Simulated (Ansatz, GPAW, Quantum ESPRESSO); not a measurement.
One calculation of WC, 3 ways

```
CELL_PARAMETERS angstrom
2.90650 0.00000 0.00000
-1.45325 2.51710 0.00000
0.00000 0.00000 2.83660
ATOMIC_POSITIONS crystal
W 0.00000 0.00000 0.00000
C 0.66667 0.33333 0.50000
```

Alike in all runs: task band structure; functional LDA; k mesh 10 × 10 × 9; occupations fermi-dirac, width 0.05 eV; no spin polarisation; no spin-orbit coupling. LDA stands for any of its common fits. Pressure is positive in compression and, in plane waves, holds the error of the finite cutoff.

| program and potentials | plane-wave cutoff (eV) | notes | pressure (GPa) |
| --- | --- | --- | --- |
| GPAW, the program's PAW data sets (release 1.2.1) made for this functional | 800 | - | -11.56 |
| Ansatz, all-electron LAPW, scalar-relativistic | - | - | -9.75 |
| Quantum ESPRESSO, PseudoDojo 0.4.1 SR LDA standard | 1116 | - | -10.53 |

The pressure spans -11.56 (GPAW, the program's PAW data sets (release 1.2.1) made for this functional) to -9.75 GPa (Ansatz, all-electron LAPW, scalar-relativistic), with all-electron results at -9.75. The cell lies far from this level's equilibrium.

The functional is the same throughout but for its coding, so the spread measures potentials, basis and numerics; runs on potential files found faulty are left out.

All three calculations place WC under tension: at this cell, which is close to the measured one, LDA would have the crystal contract. This is the usual LDA overbinding, in which the local functional favours the more uniform, higher density of a shorter W–C bond. The size of the pressure says as much about the material as about the functional. Strong covalent mixing of W 5d with C 2p states, with the bonding combinations largely filled, makes WC exceptionally stiff, so even a small excess in volume produces a large stress. The implied contraction in bond length is therefore probably modest.

The sign of the pressure is robust, since the disagreement between programs is small compared with the pressure itself. Both plane-wave results are more negative than the all-electron value of -9.75 GPa, perhaps through differences in the treatment of the tungsten core and semicore shells. A single pressure doesn't show how the contraction would divide between the basal plane and the hexagonal axis.
